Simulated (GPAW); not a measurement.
The system is ZnO (zincite).

```
CELL_PARAMETERS angstrom
3.24931 0.00000 0.00000
-1.62465 2.81398 0.00000
0.00000 0.00000 5.20571
ATOMIC_POSITIONS crystal
Zn 0.66667 0.33333 0.00000
Zn 0.33333 0.66667 0.50000
O 0.33333 0.66667 0.87901
O 0.66667 0.33333 0.37901
```

Base run:

```yaml
Program: GPAW 26.7.0
Functional: mBEEF
Potentials_or_basis: GPAW PAW data sets (gpaw-data 1.2.1)
Cutoff: 800 eV
Basis: pw
k_mesh: 6 × 6 × 3
Occupations: fermi-dirac, width 0.05 eV
Spin: no spin polarisation
```

Its results: band gap on the k mesh 1.45 eV, direct; largest force 0.080 eV/Å.

Question: The run is repeated on the same cell with these changes: functional from mBEEF to optPBE-vdW; band points from 60 to 80. What comes out?

Answer: Band gap on the k mesh 0.99 eV, direct; largest force 0.079 eV/Å.

Caveats: the PAW data sets were made with another functional, which shifts forces and pressure a little.
